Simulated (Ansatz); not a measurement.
# GaAs: the cell at several levels of theory, part 2 of 2

The system is GaAs in the rocksalt structure, a generated structure that needn't be the ground state.

Ansatz 0.2.0, plane waves.

## Step 3: Relaxation with r2SCAN

The cell of step 2 is the starting point.

Contents of input.yaml:

```yaml
crystal:
  lattice:
    - [0.0, 2.6993238816, 2.6993238816]
    - [2.6993238816, 0.0, 2.6993238816]
    - [2.6993238816, 2.6993238816, 0.0]
  atoms:
    - { symbol: Ga, position: [0.0, 0.0, 0.0] }
    - { symbol: As, position: [0.5, 0.5, 0.5] }
kpoints:
  mp_grid: { grid: [8, 8, 8] }
hamiltonian:
  xc: r2scan
scf:
  occupations: { method: fermi_dirac, width: 0.02 }
relax:
  f_tol: 0.005
  cell: {}
```

Run with:

```sh
$ ansatz run input.yaml --threads 2 --pin off --max-ram 2211MiB --backend cpu --events-out ev --progress --plain --runs-dir out
```

Log:

```text
Warning: RAYON_NUM_THREADS=2 ignored (pool sized by the plan → 2); use --threads N
Engine: ansatz 0.2.0, aarch64-unknown-linux-gnu
Pseudopotentials: kind: paw
Pseudopotential: Ga, paw, valence charge 13, recommended cutoff 500 eV (meta_gga), Ga.paw.azcp
Pseudopotential: As, paw, valence charge 15, recommended cutoff 500 eV (meta_gga), As.paw.azcp
Functional definition: r2SCAN
  parameter k0 = 0.174
  parameter k1 = 0.065
  parameter a1 = 4.9479
  exchange = r2scan_x(k0 = k0, k1 = k1, a1 = a1)
  correlation = r2scan_c
Crystal: 2 atoms, lattice volume = 39.336 Å³
Basis set: ecut = 500 eV, 965 PW (Γ), exchange–correlation on 120×120×120 points (64 copies of the dense FFT grid, shifted against one another)
Bands: 18, of which v1, the nominal top of the filled ones, is band 14 counted from 1 (13 counted from 0)
Symmetry: 48 space group operations
Space group: Fm-3m (ITA 225), of the structure as read, at distance tolerance 3.4e-5 Å
k-points: 29 of 512
Non-local potential: Ga, projectors of the file, l = 0: 2, l = 1: 2, l = 2: 3, l = 3: 1
Non-local potential: As, projectors of the file, l = 0: 2, l = 1: 2, l = 2: 3, l = 3: 1
PAW form: soft (Blöchl's): semilocal exchange-correlation on the pseudo side does not see the compensation charge
PAW frozen core: Ga, regenerated for the run's functional (the file was generated under x = pbe(κ = 0.804, μ = 0.2195149727645171), c = pbe(β = 0.06672455060314922))
PAW frozen core: As, regenerated for the run's functional (the file was generated under x = pbe(κ = 0.804, μ = 0.2195149727645171), c = pbe(β = 0.06672455060314922))
PAW one-centre angular grid: Ga, 590 points (default); XC on 160 Gauss nodes
PAW one-centre angular grid: As, 590 points (default); XC on 160 Gauss nodes
Initial density: superposition of atomic densities (neutral atoms: chi_scale 0, normalization atom), corrected by the library's trained network
Initial wavefunctions: pseudopotential atomic-orbital guess
Functional: x = r2scan, c = r2scan; τ floored in thin density (d = 2e-4 eV/Å³)
SCF iter   1: F=—  HF=-8654.881596 eV  |F-HF|=—  |Δ(HF+E_count)|=         —  Δρ=7.28e-3  dr2=7.84e-3  dr2_τ=1.68e-3  ethr=1.77e-3  ⟨swp⟩=5.8  Hψ=2297  notcnv=0
preconditioner: auto → Kerker (q_TF=auto, 2.578 Å⁻¹)  [metal: Δε(μ)=0.008 eV  Ē_g=16.248 eV  σ=0.020 eV  W_gap=0.10  n_scr=14 (ndim 8)  ℏωp=25.1 eV  f_vac=0.000  D(μ)=3.68/eV (n_scr^D=58)]
SCF iter   2: F=—  HF=-8654.899544 eV  |F-HF|=—  |Δ(HF+E_count)|=   1.79e-2  Δρ=2.47e-3  dr2=1.52e-3  dr2_τ=3.03e-5  ethr=2.80e-5  ⟨swp⟩=2.1  Hψ=1279  notcnv=0
SCF iter   3: F=—  HF=-8654.899590 eV  |F-HF|=—  |Δ(HF+E_count)|=   4.62e-5  Δρ=1.87e-3  dr2=7.81e-4  dr2_τ=5.28e-6  ethr=5.43e-6  ⟨swp⟩=2.0  Hψ=671  notcnv=0
SCF iter   4: F=—  HF=-8654.899646 eV  |F-HF|=—  |Δ(HF+E_count)|=   5.58e-5  Δρ=4.36e-4  dr2=9.30e-5  dr2_τ=1.34e-6  ethr=2.79e-6  ⟨swp⟩=2.9  Hψ=979  notcnv=0
SCF iter   5: F=—  HF=-8654.899624 eV  |F-HF|=—  |Δ(HF+E_count)|=   2.21e-5  Δρ=1.72e-4  dr2=7.22e-6  dr2_τ=2.25e-7  ethr=3.32e-7  ⟨swp⟩=2.0  Hψ=928  notcnv=0
SCF iter   6: F=—  HF=-8654.899629 eV  |F-HF|=—  |Δ(HF+E_count)|=   4.47e-6  Δρ=6.64e-5  dr2=2.39e-6  dr2_τ=2.17e-8  ethr=2.58e-8  ⟨swp⟩=2.1  Hψ=671  notcnv=0
SCF iter   7: F=—  HF=-8654.899629 eV  |F-HF|=—  |Δ(HF+E_count)|=   4.87e-7  Δρ=1.42e-5  dr2=1.08e-7  dr2_τ=6.10e-10  ethr=8.55e-9  ⟨swp⟩=2.0  Hψ=638  notcnv=0
SCF iter   8: F=-8654.899629 eV  HF=-8654.899629 eV  |F-HF|=2.36e-11  |Δ(HF+E_count)|=   1.76e-8  Δρ=4.04e-6  dr2=7.98e-9  dr2_τ=5.07e-11  ethr=3.57e-10  ⟨swp⟩=4.0  Hψ=1682  notcnv=0
SCF 1 converged in 8 iterations: F = -8654.899629 eV  dr2 = 7.98e-9
relax step   1: F+E_penalty+E_count = -8654.89962906 eV  Δ(F+E_penalty+E_count) = +0.000e0 eV  max|allowed force component| = 2.991e-30 eV/Å  Δτ_max = 0.0000 Å  P = -2.937 GPa  Ω = 39.336 Å³  (8 SCF iters, dr2 threshold 1.00e-7 eV, accepted)
Crystal: 2 atoms, lattice volume = 37.416 Å³
Basis set: ecut = 500 eV, 941 PW (Γ), exchange–correlation on 120×120×120 points (64 copies of the dense FFT grid, shifted against one another)
Initial density: handed on by an earlier stage of this run
Initial wavefunctions: those handed on with the density
iter 1 solved again at ethr=2.33e-6 eV; its pass at ethr=3.10e-3 eV (dr2=6.53e-4 eV) is discarded
SCF iter   1: F=—  HF=-8654.891168 eV  |F-HF|=—  |Δ(HF+E_count)|=         —  Δρ=1.20e-3  dr2=6.54e-4  dr2_τ=4.37e-3  ethr=2.33e-6  ⟨swp⟩=1.5  Hψ=3007  notcnv=0
preconditioner: auto → Kerker (q_TF=auto, 2.600 Å⁻¹)  [metal: Δε(μ)=0.007 eV  Ē_g=16.427 eV  σ=0.020 eV  W_gap=0.09  n_scr=14 (ndim 8)  ℏωp=25.8 eV  f_vac=0.000  D(μ)=3.02/eV (n_scr^D=26)]
SCF iter   2: F=—  HF=-8654.913212 eV  |F-HF|=—  |Δ(HF+E_count)|=   2.20e-2  Δρ=1.37e-3  dr2=7.41e-4  dr2_τ=9.28e-6  ethr=2.33e-6  ⟨swp⟩=2.7  Hψ=921  notcnv=0
SCF iter   3: F=—  HF=-8654.913197 eV  |F-HF|=—  |Δ(HF+E_count)|=   1.49e-5  Δρ=1.08e-3  dr2=4.34e-4  dr2_τ=2.12e-6  ethr=2.33e-6  ⟨swp⟩=1.0  Hψ=522  notcnv=0
SCF iter   4: F=—  HF=-8654.913208 eV  |F-HF|=—  |Δ(HF+E_count)|=   1.08e-5  Δρ=6.79e-4  dr2=1.76e-4  dr2_τ=1.21e-6  ethr=1.55e-6  ⟨swp⟩=1.0  Hψ=522  notcnv=0
SCF iter   5: F=—  HF=-8654.913239 eV  |F-HF|=—  |Δ(HF+E_count)|=   3.11e-5  Δρ=2.60e-4  dr2=2.33e-5  dr2_τ=3.19e-7  ethr=6.29e-7  ⟨swp⟩=2.0  Hψ=638  notcnv=0
SCF iter   6: F=—  HF=-8654.913241 eV  |F-HF|=—  |Δ(HF+E_count)|=   2.12e-6  Δρ=1.88e-4  dr2=1.74e-5  dr2_τ=8.36e-8  ethr=8.33e-8  ⟨swp⟩=2.0  Hψ=601  notcnv=0
SCF iter   7: F=—  HF=-8654.913238 eV  |F-HF|=—  |Δ(HF+E_count)|=   3.26e-6  Δρ=1.01e-4  dr2=5.24e-6  dr2_τ=2.79e-8  ethr=6.23e-8  ⟨swp⟩=1.7  Hψ=672  notcnv=0
SCF iter   8: F=—  HF=-8654.913237 eV  |F-HF|=—  |Δ(HF+E_count)|=   7.09e-7  Δρ=4.60e-5  dr2=1.16e-6  dr2_τ=6.27e-9  ethr=1.87e-8  ⟨swp⟩=1.4  Hψ=549  notcnv=0
SCF iter   9: F=-8654.913237 eV  HF=-8654.913237 eV  |F-HF|=1.95e-8  |Δ(HF+E_count)|=   1.68e-7  Δρ=9.73e-6  dr2=4.66e-8  dr2_τ=2.39e-10  ethr=7.14e-10  ⟨swp⟩=3.0  Hψ=1885  notcnv=0
SCF 2 converged in 9 iterations: F = -8654.913237 eV  dr2 = 4.66e-8
relax step   2: F+E_penalty+E_count = -8654.91323726 eV  Δ(F+E_penalty+E_count) = -1.361e-2 eV  max|allowed force component| = 2.104e-30 eV/Å  Δτ_max = 0.0000 Å  P = +0.947 GPa  Ω = 37.416 Å³  energy of the carried Pulay correction = +5.097e-4 eV  (9 SCF iters, dr2 threshold 2.00e-7 eV, accepted)
Crystal: 2 atoms, lattice volume = 37.867 Å³
iter 1 solved again at ethr=1.68e-7 eV; its pass at ethr=3.10e-3 eV (dr2=4.71e-5 eV) is discarded
SCF iter   1: F=—  HF=-8654.912902 eV  |F-HF|=—  |Δ(HF+E_count)|=         —  Δρ=3.16e-4  dr2=4.60e-5  dr2_τ=2.62e-4  ethr=1.68e-7  ⟨swp⟩=2.0  Hψ=2931  notcnv=0
preconditioner: auto → Kerker (q_TF=auto, 2.594 Å⁻¹)  [metal: Δε(μ)=0.015 eV  Ē_g=16.344 eV  σ=0.020 eV  W_gap=0.18  n_scr=14 (ndim 8)  ℏωp=25.6 eV  f_vac=0.000  D(μ)=2.41/eV (n_scr^D=26)]
SCF iter   2: F=—  HF=-8654.914327 eV  |F-HF|=—  |Δ(HF+E_count)|=   1.42e-3  Δρ=3.25e-4  dr2=4.28e-5  dr2_τ=5.76e-7  ethr=1.64e-7  ⟨swp⟩=2.6  Hψ=923  notcnv=0
SCF iter   3: F=—  HF=-8654.914326 eV  |F-HF|=—  |Δ(HF+E_count)|=   1.17e-6  Δρ=2.49e-4  dr2=2.40e-5  dr2_τ=1.18e-7  ethr=1.53e-7  ⟨swp⟩=1.0  Hψ=522  notcnv=0
SCF iter   4: F=—  HF=-8654.914327 eV  |F-HF|=—  |Δ(HF+E_count)|=   7.37e-7  Δρ=1.54e-4  dr2=9.40e-6  dr2_τ=6.58e-8  ethr=8.56e-8  ⟨swp⟩=1.0  Hψ=522  notcnv=0
SCF iter   5: F=—  HF=-8654.914329 eV  |F-HF|=—  |Δ(HF+E_count)|=   1.98e-6  Δρ=6.07e-5  dr2=1.26e-6  dr2_τ=1.72e-8  ethr=3.36e-8  ⟨swp⟩=2.0  Hψ=638  notcnv=0
SCF iter   6: F=—  HF=-8654.914329 eV  |F-HF|=—  |Δ(HF+E_count)|=   1.03e-7  Δρ=3.89e-5  dr2=7.84e-7  dr2_τ=3.83e-9  ethr=4.49e-9  ⟨swp⟩=1.8  Hψ=565  notcnv=0
SCF iter   7: F=—  HF=-8654.914329 eV  |F-HF|=—  |Δ(HF+E_count)|=   1.45e-7  Δρ=2.25e-5  dr2=2.68e-7  dr2_τ=1.38e-9  ethr=2.80e-9  ⟨swp⟩=2.0  Hψ=770  notcnv=0
SCF iter   8: F=-8654.914329 eV  HF=-8654.914329 eV  |F-HF|=2.89e-8  |Δ(HF+E_count)|=   3.52e-8  Δρ=1.05e-5  dr2=6.17e-8  dr2_τ=3.29e-10  ethr=7.14e-10  ⟨swp⟩=3.9  Hψ=1515  notcnv=0
SCF 3 converged in 8 iterations: F = -8654.914329 eV  dr2 = 6.17e-8
relax step   3: F+E_penalty+E_count = -8654.91432873 eV  Δ(F+E_penalty+E_count) = -1.091e-3 eV  max|allowed force component| = 1.216e-30 eV/Å  Δτ_max = 0.0000 Å  P = -0.072 GPa  Ω = 37.867 Å³  energy of the carried Pulay correction = +3.878e-4 eV  (8 SCF iters, dr2 threshold 2.00e-7 eV, accepted)
Crystal: 2 atoms, lattice volume = 37.835 Å³
iter 1 solved again at ethr=5.14e-10 eV; its pass at ethr=3.10e-3 eV (dr2=1.44e-7 eV) is discarded
SCF iter   1: F=—  HF=-8654.914337 eV  |F-HF|=—  |Δ(HF+E_count)|=         —  Δρ=2.06e-5  dr2=1.26e-7  dr2_τ=1.31e-6  ethr=5.14e-10  ⟨swp⟩=2.1  Hψ=2860  notcnv=0
preconditioner: auto → Kerker (q_TF=auto, 2.595 Å⁻¹)  [metal: Δε(μ)=0.014 eV  Ē_g=16.352 eV  σ=0.020 eV  W_gap=0.17  n_scr=14 (ndim 8)  ℏωp=25.6 eV  f_vac=0.000  D(μ)=2.48/eV (n_scr^D=26)]
SCF iter   2: F=—  HF=-8654.914345 eV  |F-HF|=—  |Δ(HF+E_count)|=   7.47e-6  Δρ=2.86e-5  dr2=3.46e-7  dr2_τ=2.60e-9  ethr=4.51e-10  ⟨swp⟩=3.5  Hψ=1138  notcnv=0  recentre
SCF iter   3: F=—  HF=-8654.914345 eV  |F-HF|=—  |Δ(HF+E_count)|=   1.19e-9  Δρ=2.29e-5  dr2=2.28e-7  dr2_τ=9.99e-10  ethr=4.51e-10  ⟨swp⟩=1.0  Hψ=522  notcnv=0
SCF iter   4: F=—  HF=-8654.914345 eV  |F-HF|=—  |Δ(HF+E_count)|=   1.77e-8  Δρ=8.48e-6  dr2=4.74e-8  dr2_τ=1.67e-10  ethr=4.51e-10  ⟨swp⟩=3.0  Hψ=883  notcnv=0
SCF iter   5: F=-8654.914345 eV  HF=-8654.914345 eV  |F-HF|=5.77e-9  |Δ(HF+E_count)|=   1.50e-8  Δρ=4.07e-6  dr2=1.11e-8  dr2_τ=3.88e-11  ethr=4.62e-11  ⟨swp⟩=2.3  Hψ=1970  notcnv=0
SCF 4 converged in 5 iterations: F = -8654.914345 eV  dr2 = 1.11e-8
relax step   4: F+E_penalty+E_count = -8654.91434482 eV  Δ(F+E_penalty+E_count) = -1.608e-5 eV  max|allowed force component| = 1.183e-30 eV/Å  Δτ_max = 0.0000 Å  P = -0.002 GPa  Ω = 37.835 Å³  energy of the carried Pulay correction = +3.965e-4 eV  (5 SCF iters, dr2 threshold 1.29e-8 eV, accepted)
Initial wavefunctions: pseudopotential atomic-orbital guess (no wavefunctions were taken with the density)
iter 1 solved again at ethr=1.73e-8 eV; its pass at ethr=3.10e-3 eV (dr2=4.84e-6 eV) is discarded
SCF iter   1: F=—  HF=-8654.913970 eV  |F-HF|=—  |Δ(HF+E_count)|=         —  Δρ=4.56e-5  dr2=2.90e-7  dr2_τ=1.78e-7  ethr=1.73e-8  ⟨swp⟩=3.0  Hψ=3586  notcnv=0
SCF iter   2: F=—  HF=-8654.913968 eV  |F-HF|=—  |Δ(HF+E_count)|=   1.76e-6  Δρ=3.65e-5  dr2=2.63e-7  dr2_τ=6.05e-9  ethr=1.04e-9  ⟨swp⟩=2.0  Hψ=783  notcnv=0
SCF iter   3: F=—  HF=-8654.913968 eV  |F-HF|=—  |Δ(HF+E_count)|=   2.56e-8  Δρ=8.15e-6  dr2=1.34e-8  dr2_τ=8.82e-10  ethr=9.39e-10  ⟨swp⟩=2.0  Hψ=755  notcnv=0
SCF iter   4: F=—  HF=-8654.913968 eV  |F-HF|=—  |Δ(HF+E_count)|=   2.48e-8  Δρ=2.37e-6  dr2=1.68e-9  dr2_τ=1.99e-11  ethr=4.77e-11  ⟨swp⟩=2.0  Hψ=782  notcnv=0
SCF iter   5: F=—  HF=-8654.913968 eV  |F-HF|=—  |Δ(HF+E_count)|=   1.45e-9  Δρ=9.48e-7  dr2=1.91e-10  dr2_τ=2.54e-12  ethr=6.01e-12  ⟨swp⟩=2.1  Hψ=891  notcnv=0
SCF iter   6: F=—  HF=-8654.913968 eV  |F-HF|=—  |Δ(HF+E_count)|=  4.62e-10  Δρ=5.08e-7  dr2=6.83e-11  dr2_τ=8.32e-13  ethr=1.00e-12  ⟨swp⟩=2.0  Hψ=906  notcnv=0
SCF iter   7: F=-8654.913968 eV  HF=-8654.913968 eV  |F-HF|=5.46e-12  |Δ(HF+E_count)|=  1.82e-12  Δρ=1.03e-7  dr2=5.78e-12  dr2_τ=1.22e-13  ethr=1.00e-12  ⟨swp⟩=4.1  Hψ=2176  notcnv=0
SCF 5 converged in 7 iterations: F = -8654.913968 eV  dr2 = 5.78e-12
relax step   5: F+E_penalty+E_count = -8654.91396785 eV  Δ(F+E_penalty+E_count) = +3.770e-4 eV  max|allowed force component| = 1.643e-30 eV/Å  Δτ_max = 0.0000 Å  P = -0.008 GPa  Ω = 37.835 Å³  stress off target by 8.30e-3 GPa  SCF on the basis re-selected at this cell (its energy is not comparable with the rows above)  (7 SCF iters)
basis re-selected at this cell: Δ(F+E_penalty+E_count) = +3.770e-4 eV, ΔP = -0.007 GPa vs the last step (what re-selecting the basis moved, of the pressure what is left beyond the Pulay correction that the steps carried, after the strain that the cell walked since its last selection, with what the two solves' SCF thresholds leave and, on support functions, any second-order correction that the steps lacked; it is no measure of the basis error at this ecutwfc). This SCF's stress stands 8.30e-3 GPa from its target on what of the cell is left free (relax.cell.stress_tol is 5.00e-2 GPa) and its largest allowed force component is 1.64e-30 eV/Å (relax.f_tol is 5.00e-3 eV/Å): within both
SCF converged after 7 iterations
Free energy (F): -8654.913968 eV
Harris-Foulkes:  -8654.913968 eV  (|F-HF|=5.46e-12)
Internal energy: -8654.910980 eV  (E = F + TS)
E sigma→0 (E₀):  -8654.912474 eV
Entropy (-TS):   -0.002988 eV (-1.494 meV/atom)
Fermi energy:    10.502532 eV
--- Per-component energies (eV) ---
  E_band       = -263.971209
  E_kinetic    = 218.065736
  E_local      = -3351.725298  (includes V_loc(G=0)·N_el)
  E_nonlocal   = -243.644416
  E_hartree    = 1726.731642
  E_xc         = -136.577467
  E_vxc        = -143.916250  (∫ρ·V_xc dr)
  E_paw        = -3850.870756  (= ΣΔE_a)
  E_vpaw       = -203.757789  (= ΣTr[D̂ρ^β])
  E_aug_tail   = -0.000043  (compensation charges beyond the density's cutoff)
  E_vtau       = 7.543453  (kinetic-family band-sum trace: ∫τ·v_τ [+ j·A + Jᵃ·Aᵃ] dr)
  E_ewald      = -3014.779901
  E_core_change = -2.110478  (= ΣΔE_core)
  E_smearing   = -0.002988  (= −TS)
  E_closure    = 0.000000  (closes the sum)
  Σ components = -8654.913968   (vs F -8654.913968, Δ=0.00e0)
--- Forces (eV/Å), atoms counted from 1 ---
  atom   1  Ga    -0.00000000     0.00000000     0.00000000
  atom   2  As     0.00000000    -0.00000000     0.00000000
  max |Σ_I F_I| component: 2.24e-30 eV/Å
--- Stress (GPa, compression-positive) ---
       -0.008298      -0.000000       0.000000
        0.000000      -0.008298      -0.000000
        0.000000      -0.000000      -0.008298
  P = ⅓ Tr σ = -0.0083 GPa (-0.083 kbar)
--- Relaxed structure (4 steps of the walk, 4 accepted, 1 SCFs on fresh bases) ---
  F+E_penalty+E_count = -8654.91396785 eV   max|allowed force component| = 1.643e-30 eV/Å   (the final SCF, on the basis selected at the relaxed cell)
  cell:  # Å, volume = 37.8346 Å³
    - [2.937800437716364e-34, 2.664524717101535, 2.664524717101535]
    - [2.664524717101535, -8.598440305511308e-35, 2.664524717101535]
    - [2.664524717101535, 2.664524717101535, -1.5047270534644789e-34]
  atoms:
    - { symbol: Ga, position: [-1.4864292788796145e-36, 3.7160731972087145e-36, 8.17536103386664e-36] }
    - { symbol: As, position: [0.5, 0.5, 0.5] }
```

It took 7.8 s on 2 threads of Arm Neoverse V1, shared host; peak memory 0.45 GiB.

The path of the relaxation:

| step | energy change (meV/atom) | largest force (eV/Å) | pressure (GPa) | volume (Å³/atom) |
| --- | --- | --- | --- | --- |
| 1 | 0.0 | 0.0000 | -2.94 | 19.668 |
| 2 | -6.8 | 0.0000 | 0.95 | 18.708 |
| 3 | -7.3 | 0.0000 | -0.07 | 18.933 |
| 4 | -7.4 | 0.0000 | 0.00 | 18.917 |
| 5 | -7.2 | 0.0000 | -0.01 | 18.917 |

Step 5 solves the same cell on a plane-wave basis chosen anew, so the energy can jump there without a move.

The table lists every geometry solved, with passes on a fresh basis, whose energies don't compare exactly with the rows above.

|  | before | after | change |
| --- | --- | --- | --- |
| a (Å) | 5.399 | 5.329 | -1.29 % |
| volume (Å³/atom) | 19.668 | 18.917 | -3.82 % |
| shortest distance (Å) | 2.699 | 2.665 | -1.29 % |
| space group | Fm-3m | Fm-3m | same |

## Step 4: The cells side by side

What follows sums up all 2 parts.

```
 level  a (Å)  volume (Å³/atom)  space group  SCF geometries
   PBE  5.399            19.668        Fm-3m               8
r2SCAN  5.329            18.917        Fm-3m               5
```

**Reading.** From the start to the first minimum the volume moved by +19.6 %. The volume runs from r2SCAN (least) to PBE (most), a spread of 4.0 %, or 1.3 % in length if all axes shared it alike.
